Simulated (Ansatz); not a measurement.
# Ag: energy change per atom and pressure as volume scale varies

Results calculated with Ansatz 0.2.0, not measured. Plane-wave DFT, scalar-relativistic PAW made under PBE with cores redone for the functional, no dispersion; the given relaxed cell is scaled uniformly, energy at zero smearing counts from the unscaled cell, pressure at the given Fermi-Dirac smearing is positive in compression.

The cell before it is scaled or strained (space group Fd-3m, No. 227):
```
Ag
1.0
      0.0000     3.1653     3.1653
      3.1653     0.0000     3.1653
      3.1653     3.1653     0.0000
Ag
2
Direct
  0.12500 0.12500 0.12500
  0.87500 0.87500 0.87500
```

Settings of every row: spin polarised no; functional revPBE; wave cutoff 420 eV; smearing width 0.1 eV; k mesh 10x10x10.

Atom starting moment: 0 on all atoms.

Limits: the cell comes from a prototype or a list of computed structures and needn't be the stable phase.

```
row  volume scale  V (Å³/atom)  energy change per atom (meV)  pressure (GPa)
  1          0.88       27.908                         44.77            4.39
  2          0.92       29.176                             ?               ?
  3          0.96       30.445                          4.07            1.09
  4          1.04       32.982                          3.39           -0.82
  5          1.08       34.251                         12.46           -1.45
  6          1.12       35.519                         25.85           -1.93
```

Question: what energy change per atom and pressure should row 2 give?

Worked fit of energy change per atom. Take u = (V_r/V)^(2/3) − 1 with V_r = 32.982 Å³ an atom, which is twice the finite (Eulerian) strain; such expansions in the strain, on which the Birch-Murnaghan equation of state is built, carry the rest volume and the bulk modulus. The shown rows have u = 0.1178, 0.05481, 0, -0.02486, -0.0482. Least squares give energy change per atom = 2.854 − 242.984 × u + 5067.94 × u² meV; a straight line predicts inner rows, each left out in turn, worse (root mean square 17 against 1.2 meV). The rows lie off it by 0.21, -0.69, 0.54, 0.43, -0.49 (root mean square 0.5 meV). The withheld row has u = 0.08518, so the fit gives 2.854 − 242.984 × (0.08518) + 5067.94 × (0.08518)² = 18.93 meV.

The calculation gave 17.94 meV. The fit lies 0.99 meV (5.5 % of the value, 2.4 % of the column's range) above it; its largest miss of a shown row is 0.69 meV.

Worked fit of pressure. Take u = (V_r/V)^(2/3) − 1 with V_r = 32.982 Å³ an atom, which is twice the finite (Eulerian) strain; such expansions in the strain, on which the Birch-Murnaghan equation of state is built, carry the rest volume and the bulk modulus. The shown rows have u = 0.1178, 0.05481, 0, -0.02486, -0.0482. Least squares give pressure = −0.845 + 28.518 × u + 134.42 × u² GPa; a straight line predicts inner rows, each left out in turn, worse (root mean square 0.46 against 0.054 GPa). The rows lie off it by 0.01, -0.03, 0.03, 0.02, -0.02. The pressure vanishes at u = 0.0264, or V = 31.72 Å³ an atom, and there the bulk modulus at fixed shape and fractions is B = −V dP/dV = (2/3)(1 + u) dP/du = 24.4 GPa. The withheld row has u = 0.08518, so the fit gives −0.845 + 28.518 × (0.08518) + 134.42 × (0.08518)² = 2.56 GPa.

The calculation gave 2.52 GPa. The fit lies 0.04 GPa (1.6 % of the value, 0.63 % of the column's range) above it; its largest miss of a shown row is 0.03 GPa.
